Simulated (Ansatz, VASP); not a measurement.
**Two plane-wave programs on SnSe**

```
Sn Se
1.0
     0.00000    2.98877    2.98877
     2.98877    0.00000    2.98877
     2.98877    2.98877    0.00000
Sn Se
1 1
Direct
  0.00000 0.00000 0.00000
  0.50000 0.50000 0.50000
```

Measurements of this composition are mostly on another form, of space group No. 62.

Alike in both runs: functional PBE; dispersion D3(BJ); k mesh 10 × 10 × 10; occupations gaussian, width 0.02 eV; no spin polarisation.

Ansatz relaxed the structure, and its values are those at the end. VASP's run is a single point on that final structure, the one shown.

|  | VASP | Ansatz |
| --- | --- | --- |
| version | VASP 6.6.1 | Ansatz 0.2.0 |
| potentials or method | VASP PAW PBE potentials, release 64 (Sn_d, Se) | scalar-relativistic, plane waves, PAW |
| plane-wave cutoff (eV) | 520 | 420 |
| valence electrons in the cell | 20 | 30 |

```tsv
	VASP	Ansatz	Ansatz less VASP
gap on the k mesh at the Fermi level (eV)	0.52	0.52	0.000
least direct gap on the mesh (eV)	0.64	0.64	0.000
pressure (GPa)	0.0	0.0	+0.01
```

The two sets of potentials don't hold the same shells in valence. Ansatz warned: «relaxed_geometry_near_dispersion_switch».

Caveats: spin-orbit coupling is left out, which moves the levels of the heavy elements. A k mesh can miss the band edges.
